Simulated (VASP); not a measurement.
Write the native input for VASP 6.6.1 that does the following.

| Item | Value |
| --- | --- |
| Task | single point |
| Functional | PBE |
| Potentials or basis | VASP PAW PBE potentials, release 64 (Be, C) |
| Cutoff | 520 eV |
| k mesh | 8 × 8 × 8 |
| Occupations | gaussian, width 0.1 eV |
| Spin | no spin polarisation |
| Dipole correction | no |
| Further INCAR settings | ALGO = Fast; EDIFF = 1e-07; NBANDS = 11 |

The structure of Be2C lies in POSCAR:

```
Be2C
1.0
    0.0000000000      2.1650000000      2.1650000000
    2.1650000000      0.0000000000      2.1650000000
    2.1650000000      2.1650000000      0.0000000000
Be C
2 1
Direct
    0.2500000000      0.2500000000      0.2500000000
    0.7500000000      0.7500000000      0.7500000000
    0.0000000000      0.0000000000      0.0000000000
```

The input as run:

INCAR

```
SYSTEM = Be2C
PREC = Accurate
ENCUT = 520
EDIFF = 1E-7
ISMEAR = 0
SIGMA = 0.1
LREAL = .FALSE.
LASPH = .TRUE.
NELM = 100
ALGO = Fast
ISIF = 2
LWAVE = .FALSE.
LCHARG = .FALSE.
GGA = PE
NBANDS = 11
```

KPOINTS

```
regular mesh
0
G
  8 8 8
  0 0 0
```

Potentials or basis: VASP PAW PBE potentials, release 64 (Be, C).

Launch:

```bash
$ cat potpaw_PBE.64/Be/POTCAR potpaw_PBE.64/C/POTCAR > POTCAR
$ mpirun -np 1 vasp_std > vasp.out
```

It gave:

```json
{
  "Pressure": "0.2 GPa",
  "Band gap on the k mesh": "1.16 eV, indirect (least direct gap 4.13 eV)"
}
```

Wall time 3 s on 1 thread of Intel(R) Xeon(R) 6975P-C (Granite Rapids) (shared host), peak memory 0.13 GiB.
